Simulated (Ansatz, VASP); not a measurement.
## NaH: VASP beside Ansatz

File INCAR:

```
SYSTEM = NaH
  PREC = Accurate
  ENCUT = 520
  EDIFF = 1E-6
  ISMEAR = -1
  SIGMA = 0.03
  LREAL = .FALSE.
  LASPH = .TRUE.
  NELM = 80
  ALGO = Normal
  ISIF = 2
  LWAVE = .FALSE.
  LCHARG = .TRUE.
  GGA = PE
  LELF = .TRUE.
  LVHAR = .TRUE.
  NBANDS = 11
```

File KPOINTS:

```
regular mesh
0
G
  9 9 9
  0 0 0
```

The input POSCAR:

```
NaH
1.0
    0.0000000000      2.4400000000      2.4400000000
    2.4400000000      0.0000000000      2.4400000000
    2.4400000000      2.4400000000      0.0000000000
Na H
1 1
Direct
    0.0000000000      0.0000000000      0.0000000000
    0.5000000000      0.5000000000      0.5144897541
```

Input for Ansatz:

```yaml
crystal:
  lattice:
    - [0.0, 2.44, 2.44]
    - [2.44, 0.0, 2.44]
    - [2.44, 2.44, 0.0]
  atoms:
    - { symbol: Na, position: [0.0, 0.0, 0.0] }
    - { symbol: H, position: [0.5, 0.5, 0.5144897541] }
kpoints:
  mp_grid: { grid: [9, 9, 9] }
scf:
  occupations: { method: fermi_dirac, width: 0.03 }
hamiltonian:
  xc: pbe
  pseudopotentials: { kind: all_electron, lapw: { basis_error: 0.001 } }
output:
  forces: true
  stress: true
  eigenvalues: true
```

Alike in both runs: task single point; functional PBE; k mesh 9 × 9 × 9; occupations fermi-dirac, width 0.03 eV; no spin polarisation.

```csv
,VASP,Ansatz
version,VASP 6.6.1,Ansatz 0.2.0
potentials or method,"VASP PAW PBE potentials, release 64 (Na_pv, H)","all-electron LAPW, scalar-relativistic"
plane-wave cutoff (eV),520,see its input
```

```tsv
	VASP	Ansatz	Ansatz less VASP
gap on the k mesh at the Fermi level (eV)	4.01	4.01	+0.002
pressure (GPa)	-0.7	-0.6	+0.05
rms of the force components (eV/Å)	0.022	0.022	-0.0002
```

Atom by atom the forces differ by 0.000 eV/Å (rms over components). Ansatz ran all-electron here, so the differences hold the error of VASP's frozen core and of both bases.

Caveats: an odd mesh through Γ misses points on the zone boundary, where band edges often lie.
